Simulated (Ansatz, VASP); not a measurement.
One calculation of MgO, two programs

File INCAR:

```
ALGO     = Normal         # electronic algorithm
EDIFF    = 1E-6           # SCF threshold, eV
ENCUT    = 520            # plane-wave cutoff, eV
GGA      = PE             # functional
ISIF     = 2              # what is computed and relaxed
ISMEAR   = -1             # smearing method
LASPH    = T              # aspherical terms in the spheres
LCHARG   = F              # write CHGCAR
LREAL    = F              # projectors in reciprocal space
LWAVE    = F              # write WAVECAR
NBANDS   = 11             # bands
NELM     = 80             # most SCF steps
PREC     = Accurate       # precision mode
SIGMA    = 0.05           # smearing width, eV
```

The input KPOINTS:

```
k-points
0
Gamma
  10 10 10
```

Contents of POSCAR:

```
MgO
1.0
    0.0000000000      2.2590823005      2.2590823005
    2.2590823005      0.0000000000      2.2590823005
    2.2590823005      2.2590823005      0.0000000000
Mg O
1 1
Direct
    0.5000000000      0.5000000000      0.5000000000
    0.7500000000      0.7500000000      0.7500000000
```

Contents of input.yaml:

```yaml
crystal:
  lattice:
    - [0.0, 2.2590823005, 2.2590823005]
    - [2.2590823005, 0.0, 2.2590823005]
    - [2.2590823005, 2.2590823005, 0.0]
  atoms:
    - { symbol: Mg, position: [0.5, 0.5, 0.5] }
    - { symbol: O, position: [0.75, 0.75, 0.75] }
hamiltonian:
  xc: pbe
  pseudopotentials: { kind: paw }
kpoints:
  mp_grid: { grid: [10, 10, 10] }
scf:
  occupations: { method: fermi_dirac, width: 0.05 }
output:
  forces: true
  stress: true
  eigenvalues: true
  write_density: true
  write_potential: true
  elf: true
  volumetric_format: npy
```

The cell was built by a generator and needn't be a form met in nature.

Alike in both runs: task single point; functional PBE; k mesh 10 × 10 × 10; occupations fermi-dirac, width 0.05 eV; no spin polarisation.

|  | VASP | Ansatz |
| --- | --- | --- |
| version | VASP 6.6.1 | Ansatz 0.2.0 |
| potentials or method | VASP PAW PBE potentials, release 64 (Mg, O) | Ansatz PAW |
| plane-wave cutoff (eV) | 520 | 420 |
| valence electrons in the cell | 8 | 16 |

Ansatz gave:

- gap on the k mesh at the Fermi level (eV): 3.83
- least direct gap on the mesh (eV): 3.83
- pressure (GPa): 8.0

Q: Which values does VASP return?

A: gap on the k mesh at the Fermi level (eV): 3.82; least direct gap on the mesh (eV): 3.82; pressure (GPa): 7.7.

The two sets of potentials don't hold the same shells in valence.

Caveats: the pressure holds a Pulay correction of +0.5 GPa for the finite cutoff (Ansatz). A hybrid or GW would open this gap; PBE tends to underestimate it.
